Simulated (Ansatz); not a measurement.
# Ta2N in Ansatz: the effect of target pressure

The system is Ta2N.

```
Ta N
1.0
     3.11286    0.00000    0.00000
    -1.55643    2.69582    0.00000
     0.00000    0.00000    4.86984
Ta N
2 1
Direct
  0.33333 0.66667 0.25471
  0.66667 0.33333 0.74529
  0.00000 0.00000 0.00000
```

The cell comes from a database or a generator and needn't be the stable form of this composition.

Alike in all runs:

| Item | Value |
| --- | --- |
| Program | Ansatz 0.2.0 |
| Task | relaxation of cell and atoms |
| Functional | r2SCAN |
| Potentials or basis | Ansatz PAW |
| Cutoff | 500 eV (not typed: the program's choice for these potentials) |
| k mesh | 10 × 10 × 6 |
| Occupations | fermi-dirac, width 0.05 eV |
| Spin | no spin polarisation |

Each run relaxes the cell or the atoms first.

| target pressure | relaxed volume (Å³/atom) |
| --- | --- |
| 0 GPa | 13.35 |
| 2 GPa | 13.26 |
| 5 GPa | 13.13 |
| 10 GPa | 12.93 |
| 20 GPa | 12.57 |
| 30 GPa | ? |

Question: What does the run with target pressure 30 GPa give?

Answer: Relaxed volume 12.25 Å³/atom.

Worked out: In Murnaghan's law V^(-B') rises as a straight line in P. The other rows fit best with B' = 4.2, V0 = 13.35 Å³/atom and B0 = 292 GPa, which gives 12.26 Å³/atom at 30 GPa, against the run's 12.25.

Caveats: the plane-wave basis is chosen anew once the cell has moved, so the energies of steps on either side of that aren't comparable; the PAW data sets come from PBE, with cores solved anew for the run's functional, which leaves a small shift of forces and pressure.
